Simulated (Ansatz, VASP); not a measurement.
## Pd: VASP beside Ansatz

INCAR

```
  PREC = Accurate
  ENCUT = 520
  EDIFF = 1E-6
  ISMEAR = 0
  SIGMA = 0.15
  LREAL = False
  LASPH = True
  NELM = 60
  ALGO = Normal
  ISIF = 2
  LWAVE = False
  LCHARG = False
  GGA = PE
  NBANDS = 11
```

Contents of KPOINTS:

```
Automatic mesh
0
Gamma
  8 8 8
```

The input POSCAR:

```
Pd
1.0
    0.0000000000      1.9449000000      1.8476550000
    1.9449000000      0.0000000000      1.8476550000
    1.9449000000      1.9449000000      0.0000000000
Pd
1
Direct
    0.0000000000      0.0000000000      0.0000000000
```

Input for Ansatz:

```yaml
crystal:
  lattice:
    - [0.0, 1.9449, 1.847655]
    - [1.9449, 0.0, 1.847655]
    - [1.9449, 1.9449, 0.0]
  atoms:
    - { symbol: Pd, position: [0.0, 0.0, 0.0] }
basis:
  ecutwfc: 420
kpoints:
  mp_grid: { grid: [8, 8, 8] }
hamiltonian:
  xc: pbe
scf:
  occupations: { method: gaussian, width: 0.15 }
output:
  forces: true
  stress: true
  eigenvalues: true
```

Change from the starting cell: strain +0.000 along x and y, -0.050 along z, atoms carried along.

Alike in both runs: task single point; functional PBE; k mesh 8 × 8 × 8; occupations gaussian, width 0.15 eV; no spin polarisation.

|  | VASP | Ansatz |
| --- | --- | --- |
| version | VASP 6.6.1 | Ansatz 0.2.0 |
| potentials or method | VASP PAW PBE potentials, release 64 (Pd) | scalar-relativistic, plane waves, PAW |
| plane-wave cutoff (eV) | 520 | 420 |
| valence electrons in the cell | 10 | 18 |

VASP gave:

| Quantity | Value |
| --- | --- |
| gap on the k mesh at the Fermi level (eV) | none |
| pressure (GPa) | 20.5 |
| largest component of the traceless stress (GPa) | 1.69 |

Q: Estimate Ansatz's values.

A: gap on the k mesh at the Fermi level (eV): none; pressure (GPa): 21.0; largest component of the traceless stress (GPa): 1.71.

A gap of «none» marks a metal or a gap that the smearing closes. The two sets of potentials don't hold the same shells in valence.

Caveats: so large a pressure means that the cell lies far from this level's equilibrium, or that cutoff or potentials fall short (VASP).
